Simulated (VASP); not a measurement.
# AlP (F-43m) in VASP: a series of runs

The runs below take AlP through single point, with PBE.

All numbers are computed with VASP 6.6.1; they aren't measurements. Logs are shortened: lines on timing, memory, paths and dates and some standing lists are left out, and cuts for length are marked.

**Measured values to compare with.**

From a printed reference work, data compilation, for a bulk crystal of AlP at 4.2 K: band gap 2.505 eV (indirect).

How close the calculation comes is told below.

### 1 The cell of the first run

It takes space group F-43m (No. 216, cubic). The conventional cell has a = 5.451 Å, b = 5.451 Å, c = 5.451 Å, α = 90.00°, β = 90.00°, γ = 90.00°. Al (site symmetry -43m) has 4 P at 2.36 Å within 3.1 Å. P (site symmetry -43m) has 4 Al at 2.36 Å within 3.1 Å.

### 2 Single point, PBE

INCAR reads:

```
  PREC = Accurate
  ENCUT = 500
  EDIFF = 1E-6
  ISMEAR = 0
  SIGMA = 0.1
  LREAL = F
  LASPH = T
  NELM = 120
  ALGO = Normal
  ISIF = 2
  LWAVE = F
  LCHARG = F
  GGA = PE
  NBANDS = 11
  GGA_COMPAT = F
```

KPOINTS reads:

```
regular mesh
0
Gamma
  6 6 6
```

POSCAR reads:

```
AlP
1.0
    0.0000000000      2.7255001100      2.7255001100
    2.7255001100      0.0000000000      2.7255001100
    2.7255001100      2.7255001100      0.0000000000
Al P
1 1
Direct
    0.0000000000      0.0000000000      0.0000000000
    0.7500000000      0.7500000000      0.7500000000
```

Potentials or basis: VASP PAW PBE potentials, release 64 (Al, P).

Run with:

```sh
cat potpaw_PBE.64/Al/POTCAR potpaw_PBE.64/P/POTCAR > POTCAR
mpirun -np 1 vasp_std > vasp.out
```

OUTCAR:

```text
PREC = Accurate
   ENCUT = 500
   EDIFF = 1E-6
   ISMEAR = 0
   LREAL = F
   LASPH = T
   NELM = 120
   ISIF = 2
   GGA = PE

 ion  position               nearest neighbor table
   1  0.000  0.000  0.000-   2 2.36   2 2.36   2 2.36   2 2.36
   2  0.750  0.750  0.750-   1 2.36   1 2.36   1 2.36   1 2.36

  LATTYP: Found a face centered cubic cell.
 ALAT       =     5.4510002200

  Lattice vectors:

 A1 = (   0.0000000000,   2.7255001100,   2.7255001100)
 A2 = (   2.7255001100,   0.0000000000,   2.7255001100)
 A3 = (   2.7255001100,   2.7255001100,   0.0000000000)

Analysis of symmetry for initial positions (statically):
=====================================================================
 Subroutine PRICEL returns:
 Original cell was already a primitive cell.

 Routine SETGRP: Setting up the symmetry group for a
 face centered cubic supercell.

 Subroutine GETGRP returns: Found 24 space group operations
 (whereof 24 operations were pure point group operations)
 out of a pool of 48 trial point group operations.

The static configuration has the point symmetry T_d .

Analysis of symmetry for dynamics (positions and initial velocities):
=====================================================================
 Subroutine PRICEL returns:
 Original cell was already a primitive cell.

 Routine SETGRP: Setting up the symmetry group for a
 face centered cubic supercell.

 Subroutine GETGRP returns: Found 24 space group operations
 (whereof 24 operations were pure point group operations)
 out of a pool of 48 trial point group operations.

The dynamic configuration has the point symmetry T_d .

 Subroutine INISYM returns: Found 24 space group operations
 (whereof 24 operations are pure point group operations),
 and found     1 'primitive' translations

----------------------------------------------------------------------------------------

                                     Primitive cell

  volume of cell :      40.4919

  direct lattice vectors                    reciprocal lattice vectors
     0.000000000  2.725500110  2.725500110    -0.183452570  0.183452570  0.183452570
     2.725500110  0.000000000  2.725500110     0.183452570 -0.183452570  0.183452570
     2.725500110  2.725500110  0.000000000     0.183452570  0.183452570 -0.183452570

  length of vectors
     3.854439220  3.854439220  3.854439220     0.317749172  0.317749172  0.317749172

  position of ions in fractional coordinates (direct lattice)
     0.000000000  0.000000000  0.000000000
     0.750000000  0.750000000  0.750000000

[... 75 lines left out ...]
   POTIM  = 0.5000    time-step for ionic-motion
   TEBEG  =    0.0;   TEEND  =   0.0 temperature during run
   PSTRESS=    0.0 pullay stress
   NELECT =       8.0000    total number of electrons
   NUPDOWN=      -1.0000    fix difference up-down
   EMIN   =  10.00;   EMAX   =-10.00  energy-range for DOS
   EFERMI =   0.00;   METHOD = LEGACY
   ISMEAR =     0;   SIGMA  =   0.10  broadening in eV -4-tet -1-fermi 0-gaus
   EFERMI_NEDOS =   21; number of points for ismear=-14 and -15
   IALGO  =     38    algorithm
   IMIX   =      4    mixing-type and parameters
     AMIX     =   0.40;   BMIX     =  1.00
     AMIX_MAG =   1.60;   BMIX_MAG =  1.00
  volume/ion in A,a.u.               =      20.25       136.63
  Fermi-wavevector in a.u.,A,eV,Ry     =   0.953488  1.801831 12.369595  0.909140
  Thomas-Fermi vector in A             =   2.082148
   LORBIT       =      0    0 simple, 1 ext, 2 COOP (PROOUT), +10 PAW based schemes
   GGA     = PE    functional components
   LHFCALC =     F    Hartree Fock is set to
   AEXX    =    0.0000 exact exchange contribution
   IVDW    =     0    specifies the selected vdW correction
   LEPSILON=     F    determine dielectric tensor
   LRPA    =     F    only Hartree local field effects (RPA)
 non-spin polarized calculation
 Gauss-broadening in eV      SIGMA  =   0.10
  energy-cutoff  :      500.00
  volume of cell :       40.49
 maximum number of plane-waves:      1056
   NGX = 13   NGY = 13   NGZ = 13

 number of electron       8.0000000 magnetization

 Free energy of the ion-electron system (eV)
  ---------------------------------------------------
  ext. energy  EPLUGINS =         0.00000000
  ---------------------------------------------------
  free energy    TOTEN  =       -10.35906963 eV

  energy without entropy =      -10.35906963  energy(sigma->0) =      -10.35906963

 E-fermi :   5.0407     XC(G=0):  -9.2262

 val. band max:        4.6303308002   @ k =   0.0000   0.0000   0.0000
 cond. band min:       6.1969711813   @ k =   0.5000   0.5000   0.0000
 fundamental gap:      1.5666403811
 Fermi energy:         5.0406598653

 k-point     1 :       0.0000    0.0000    0.0000
  band No.  band energies     occupation
      1      -6.9041      2.00000
      2       4.6303      2.00000
      3       4.6303      2.00000
      4       4.6303      2.00000
      5       7.9780      0.00000
      6       9.1960      0.00000
      7       9.1960      0.00000
      8       9.1960      0.00000
      9      13.4683      0.00000
     10      13.4683      0.00000
     11      14.9538      0.00000
[... 197 lines left out ...]
 k-point    16 :      -0.3333    0.5000    0.1667
  band No.  band energies     occupation
      1      -4.5059      2.00000
      2      -0.4267      2.00000
      3       1.7060      2.00000
      4       1.9487      2.00000
      5       7.9449      0.00000
      6       8.9488      0.00000
      7      12.3067      0.00000
      8      12.6566      0.00000
      9      15.9244      0.00000
     10      16.6127      0.00000
     11      17.9516      0.00000

------------------------ aborting loop because EDIFF is reached ----------------------------------------

  FORCE on cell =-STRESS in cart. coord.  units (eV):
  Direction    XX          YY          ZZ          XY          YZ          ZX
  --------------------------------------------------------------------------------------
  -------------------------------------------------------------------------------------
  Total        0.6778587      0.6778587      0.6778587      0.0000000      0.0000000     -0.0000000
  in kB       26.8213813     26.8213813     26.8213813      0.0000000      0.0000000     -0.0000000
  external PRESSURE =      26.8213813 kB  Pullay stress =       0.0000000 kB

 VOLUME and BASIS-vectors are now :
 -----------------------------------------------------------------------------
  energy-cutoff  :      500.00
  volume of cell :       40.49
      direct lattice vectors                 reciprocal lattice vectors
     0.000000000  2.725500110  2.725500110    -0.183452570  0.183452570  0.183452570
     2.725500110  0.000000000  2.725500110     0.183452570 -0.183452570  0.183452570
     2.725500110  2.725500110  0.000000000     0.183452570  0.183452570 -0.183452570

 POSITION                                       TOTAL-FORCE (eV/Angst)
 -----------------------------------------------------------------------------------
      0.00000      0.00000      0.00000        -0.000000     -0.000000     -0.000000
      4.08825      4.08825      4.08825         0.000000      0.000000      0.000000
 -----------------------------------------------------------------------------------
    total drift:                                0.000000      0.000000      0.000000

  FREE ENERGIE OF THE ION-ELECTRON SYSTEM (eV)
  ---------------------------------------------------
  free  energy   TOTEN  =       -10.3590696308 eV

  energy  without entropy=      -10.3590696308  energy(sigma->0) =      -10.35906963
```

stdout:

```text
POSCAR found type information on POSCAR AlP
 POSCAR found :  2 types and       2 ions
 scaLAPACK will be used
 LDA part: xc-table for (Slater+PW92), standard interpolation
 POSCAR, INCAR and KPOINTS ok, starting setup
 FFT: planning ... GRIDC
 FFT: planning ... GRID_SOFT
 FFT: planning ... GRID
 WAVECAR not read
 entering main loop
```

It used 5.5 s of CPU time on 1 thread of Intel Xeon 6975P-C, on a shared host.

Results:

| Quantity | Value |
| --- | --- |
| Free energy | -10.3591 eV |
| Pressure | 2.7 GPa |
| Band gap on the k mesh | 1.57 eV, indirect (least direct gap 3.35 eV) |

Levels at points of the mesh, in eV from the valence-band top:
```
           k point  band 1  band 2  band 3  band 4  band 5  band 6  band 7  band 8
(0.00, 0.00, 0.00)  -11.53    0.00    0.00    0.00    3.35    4.57    4.57    4.57
(0.50, 0.00, 0.00)   -9.84   -5.55   -0.77   -0.77    2.83    4.82    4.82    8.29
(0.50, 0.50, 0.00)   -9.17   -5.33   -2.11   -2.11    1.57    2.46   11.11   11.11
```

### 3 Single point, PBE

This run uses another cell than the first one, of 20.72 Å³/atom, 1.023 times its volume.

INCAR reads:

```
SYSTEM = AlP
PREC     = Accurate       ! precision mode
ENCUT    = 500            ! plane-wave cutoff, eV
EDIFF    = 1E-6           ! SCF threshold, eV
ISMEAR   = 0              ! smearing method
SIGMA    = 0.1            ! smearing width, eV
LREAL    = .FALSE.        ! projectors in reciprocal space
LASPH    = .TRUE.         ! aspherical terms in the spheres
NELM     = 120            ! most SCF steps
ALGO     = Normal         ! electronic algorithm
ISIF     = 2              ! what is computed and relaxed
LWAVE    = .FALSE.        ! write WAVECAR
LCHARG   = .TRUE.         ! write CHGCAR
GGA      = PE             ! functional
LELF     = .TRUE.         ! ELF
LVHAR    = .TRUE.       
NBANDS   = 11             ! bands
GGA_COMPAT= .FALSE.
```

KPOINTS reads:

```
Automatic mesh
0
G
  6 6 6
  0 0 0
```

POSCAR reads:

```
AlP
1.0
    0.0000000000      2.7465138816      2.7465138816
    2.7465138816      0.0000000000      2.7465138816
    2.7465138816      2.7465138816      0.0000000000
Al P
1 1
Direct
    0.0000000000      0.0000000000      0.0000000000
    0.7500000000      0.7500000000      0.7500000000
```

Potentials or basis: VASP PAW PBE potentials, release 64 (Al, P).

Run with:

```sh
cat potpaw_PBE.64/Al/POTCAR potpaw_PBE.64/P/POTCAR > POTCAR
mpirun -np 1 vasp_std > vasp.out
```

It used 6.9 s of CPU time on 1 thread of Intel Xeon 6975P-C (shared host).

The run converged. Its results:

| Quantity | Value |
| --- | --- |
| Free energy | -10.3687 eV |
| Pressure | 0.6 GPa |
| Band gap on the k mesh | 1.61 eV, indirect (least direct gap 3.15 eV) |

Levels at points of the mesh, in eV from the valence-band top:
```
           k point  band 2  band 3  band 4  band 5  band 6  band 7
(0.00, 0.00, 0.00)    0.00    0.00    0.00    3.15    4.53    4.53
(0.50, 0.00, 0.00)   -5.45   -0.75   -0.75    2.75    4.81    4.81
(0.50, 0.50, 0.00)   -5.25   -2.07   -2.07    1.61    2.47   10.91
```

A k mesh can miss the band edges. Expect the measured gap to be larger: semilocal functionals such as PBE lack the derivative discontinuity.

### 4 Single point, PBE

This run uses another cell than the first one, of 20.71 Å³/atom, 1.023 times its volume.

INCAR reads:

```
SYSTEM = AlP
PREC = Accurate
ENCUT = 500
EDIFF = 1E-6
ISMEAR = 0
SIGMA = 0.2
LREAL = .False.
LASPH = .True.
NELM = 120
ALGO = Normal
ISIF = 2
LWAVE = .False.
LCHARG = .False.
GGA = PE
NBANDS = 11
GGA_COMPAT = .False.
```

KPOINTS reads:

```
Automatic mesh
0
Gamma
  7 7 7
  0 0 0
```

POSCAR reads:

```
AlP
1.0
    0.0000000000      2.7461594574      2.7461594574
    2.7461594574      0.0000000000      2.7461594574
    2.7461594574      2.7461594574      0.0000000000
Al P
1 1
Direct
    0.0000000000      0.0000000000      0.0000000000
    0.7500000000      0.7500000000      0.7500000000
```

Run with:

```sh
cat potpaw_PBE.64/Al/POTCAR potpaw_PBE.64/P/POTCAR > POTCAR
mpirun -np 1 vasp_std > vasp.out
```

It used 5.9 s of CPU time on 1 thread of Intel Xeon 6975P-C (shared host).

The run converged. Its results:

* Free energy: -10.3743 eV
* Pressure: 0.6 GPa
* Band gap on the k mesh: 1.74 eV, indirect (least direct gap 3.15 eV)

Levels at points of the mesh, in eV from the valence-band top:
| k point | band 1 | band 2 | band 3 | band 4 | band 5 | band 6 | band 7 | band 8 | band 9 |
| --- | --- | --- | --- | --- | --- | --- | --- | --- | --- |
| (0.00, 0.00, 0.00) | -11.40 | 0.00 | 0.00 | 0.00 | 3.15 | 4.54 | 4.54 | 4.54 | 8.81 |

### 5 Single point, PBE

This run uses another cell than the first one, of 20.72 Å³/atom, 1.023 times its volume.

INCAR reads:

```
  ALGO = Normal
  EDIFF = 1E-6
  ENCUT = 500
  GGA = PE
  GGA_COMPAT = F
  ISIF = 2
  ISMEAR = 0
  LASPH = T
  LCHARG = T
  LELF = T
  LREAL = F
  LVHAR = T
  LWAVE = F
  NBANDS = 11
  NELM = 120
  PREC = Accurate
  SIGMA = 0.2
```

KPOINTS reads:

```
k-points
0
Gamma
  7 7 7
```

POSCAR reads:

```
AlP
1.0
    0.0000000000      2.7465138816      2.7465138816
    2.7465138816      0.0000000000      2.7465138816
    2.7465138816      2.7465138816      0.0000000000
Al P
1 1
Direct
    0.0000000000      0.0000000000      0.0000000000
    0.2500000000      0.2500000000      0.2500000000
```

Run with:

```sh
cat potpaw_PBE.64/Al/POTCAR potpaw_PBE.64/P/POTCAR > POTCAR
mpirun -np 1 vasp_std > vasp.out
```

It used 7 s of CPU time on 1 thread of Intel Xeon 6975P-C, with other jobs on the host.

The run converged. Its results:

```
Free energy            : -10.3744 eV
Pressure               : 0.6 GPa
Band gap on the k mesh : 1.74 eV, indirect (least direct gap 3.15 eV)
```

Levels at points of the mesh, in eV from the valence-band top:
```tsv
k point	band 1	band 2	band 3	band 4	band 5	band 6	band 7	band 8
(0.00, 0.00, 0.00)	-11.40	0.00	0.00	0.00	3.15	4.54	4.54	4.54
```

A k mesh can miss the band edges. PBE gaps usually lie below the measured ones, often by a third to a half.

### 6 Summary

```csv
cell,k mesh,smearing,gap on the mesh (eV),pressure (GPa)
"a = 3.854 Å, angles 60.0°, 2 atoms",6 × 6 × 6,gaussian 0.1 eV,1.57,2.7
"a = 3.884 Å, angles 60.0°, 2 atoms",6 × 6 × 6,gaussian 0.1 eV,1.61,0.6
"a = 3.884 Å, angles 60.0°, 2 atoms",7 × 7 × 7,gaussian 0.2 eV,1.74,0.6
```

Alike in all rows: task single point; level PBE; potentials or basis VASP PAW PBE potentials, release 64 (Al, P); no spin polarisation; cutoff (eV) 500.

Total energies depend on the potentials used, so only differences within one code and one set of settings carry meaning.

### 7 How close it comes

Step 2. Measured gap of AlP: 2.505 eV (indirect; 4.2 K; a printed reference work, data compilation). This calculation gives 1.57 eV (-0.94 eV). The value is that of PBE on a finite k mesh, which can miss the band edges, without temperature or zero-point motion. Semilocal functionals fall short of measured gaps as a rule.
